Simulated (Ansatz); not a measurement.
Crystal: N.

```
CELL_PARAMETERS angstrom
4.08406 0.00000 0.00000
0.00000 4.08406 0.00000
0.00000 0.00000 5.34591
ATOMIC_POSITIONS crystal
N 0.40428 0.59572 0.50000
N 0.09572 0.09572 0.00000
N 0.59572 0.40428 0.50000
N 0.90428 0.90428 0.00000
```

| Property | Result |
| --- | --- |
| Program | Ansatz 0.2.0 |
| Task | relaxation of cell and atoms |
| Functional | r2SCAN |
| Dispersion | D3(BJ) |
| Potentials or basis | Ansatz PAW |
| Cutoff | 500 eV (not typed: the program's choice for these potentials) |
| k mesh | 7 × 7 × 5 |
| Occupations | fermi-dirac, width 0.05 eV |
| Spin | no spin polarisation |

At the start: volume 22.29 Å³/atom.

How do energy, volume and symmetry change on relaxing?

It ends after 7 steps and the volume is 21.06 Å³/atom (-5.5 %); space group P4_2/mnm (No. 136, to 0.05 Å).

The path:
```tsv
step	energy change (eV)	largest force (eV/Å)	volume (Å³)
1	0.0000	1.8200	89.17
2	-0.0242	0.2004	88.31
3	-0.0252	0.0079	87.56
4	-0.0265	0.0855	85.91
5	-0.0271	0.0005	84.88
6	-0.0274	0.0055	84.24
7	-0.0255	0.0122	84.24
```

Final structure:
```yaml
crystal:
  lattice:
    - [4.01703, 0.00000, 0.00000]
    - [0.00000, 4.01703, 0.00000]
    - [0.00000, 0.00000, 5.22019]
  atoms:
    - { symbol: N, position: [0.40381, 0.59619, 0.50000] }
    - { symbol: N, position: [0.09619, 0.09619, 0.00000] }
    - { symbol: N, position: [0.59619, 0.40381, 0.50000] }
    - { symbol: N, position: [0.90381, 0.90381, 0.00000] }
```

Caveat: the plane-wave basis is chosen anew once the cell has moved, so the energies of steps on either side of that aren't comparable; the PAW data sets come from PBE, with cores solved anew for the run's functional, which leaves a small shift of forces and pressure; the dispersion damping was fitted for another functional or another form of the correction.
